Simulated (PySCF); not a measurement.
Compound: C6H6O.
SMILES with atom numbers: `[OH:1][c:2]1[cH:3][cH:4][cH:5][cH:6][cH:7]1` (hydrogens: H8 on O1; H9 on C3; H10 on C4; H11 on C5; H12 on C6; H13 on C7)

Level of theory: PBE0-D3(BJ)/def2-TZVP geometry optimisation, gas phase (PySCF 2.14.0).

Give the optimised bond lengths and angles.

| bond | length (Å) | order |
| --- | --- | --- |
| O1–C2 | 1.357 | single |
| C2–C3, C2–C7 | 1.390 | aromatic |
| C3–C4, C6–C7 | 1.385 | aromatic |
| C4–C5, C5–C6 | 1.387 | aromatic |
| O1–H8 | 0.961 | single |
| C3–H9, C7–H13 | 1.085 | single |
| C4–H10, C6–H12 | 1.084 | single |
| C5–H11 | 1.083 | single |

Bonds in one row agree within 0.01 Å and their mean is given. Orders are formal, as drawn. A selection of angles:
| angle | degrees |
| --- | --- |
| C2–O1–H8 | 109.2 |
| O1–C2–C3 | 117.6 |
| O1–C2–C7 | 122.5 |
| C3–C2–C7 | 120.0 |
| C2–C3–C4 | 119.6 |
| C2–C3–H9 | 118.9 |
| C4–C3–H9 | 121.4 |
| C3–C4–C5 | 120.8 |
| C3–C4–H10 | 119.3 |
| C5–C4–H10 | 119.9 |
| C4–C5–C6 | 119.2 |
| C4–C5–H11 | 120.4 |
| C6–C7–H13 | 120.3 |

Torsions: H8–O1–C2–C3 180° (antiperiplanar).

Of the pairs four or more bonds apart, H8···H13 is among the closest relative to their van der Waals radii: 2.27 Å, 95 % of the sum of Bondi's values. The 6-membered ring C2–C3–C4–C5–C6–C7 has internal angles of 119.2° to 120.8°; it is planar, 0.00 Å rms from its mean plane, widest ring torsion 0°. The 7 heavy atoms lie in one plane (0.000 Å rms).

Point group: Cs (tolerance 0.08 Å). Stationary, but not proved a minimum. The numbers are those of one conformer (H–O1–C2–C3 180°).

On Intel Xeon at 2.50 GHz, 2 threads, on a shared host, this took 5.7 min wall, 12 min CPU and 1.4 GiB of memory at its peak. These figures are those of the optimisation.
